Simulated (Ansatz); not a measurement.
The parent structure is ZrO$_{2}$ (space group P2_1/c, No. 14).

```
ZrO2
1.0
    5.18987     0.00000     0.00000
    0.00000     5.24188     0.00000
   -0.90466     0.00000     5.30184
Zr O
4 8
Direct
  0.27576   0.04379   0.21002
  0.72424   0.54379   0.28998
  0.72424   0.95621   0.78998
  0.27576   0.45621   0.71002
  0.06497   0.32630   0.35005
  0.93503   0.82630   0.14995
  0.93503   0.67370   0.64995
  0.06497   0.17370   0.85005
  0.45100   0.75674   0.47552
  0.54900   0.25674   0.02448
  0.54900   0.24326   0.52448
  0.45100   0.74326   0.97552
```

Cartesian axes are those of the cell as printed.

Computed with Kohn–Sham DFT with the PBE functional, run in Ansatz (a quantum-chemistry and plane-wave program) with PAW and 420 eV plane waves, no spin-orbit coupling.

Modification: uniaxial strain ε_xx = −0.91 %, all other strain components held at zero, atoms relaxed at fixed cell.

**Question.** Predict the stress tensor and what it implies for the stiffness.

**Answer.** Stress of the strained cell less that of the base (GPa, compression positive):
```
   2.82    0.00    0.37
   0.00    1.47    0.00
   0.37    0.00    0.89
```

Then −Δσ_ii/ε with ε = -0.0091 gives relaxed-ion elastic constants: C11 ≈ 310 GPa, C12 ≈ 161 GPa and C13 ≈ 98 GPa.

No phonon test of stability was made.
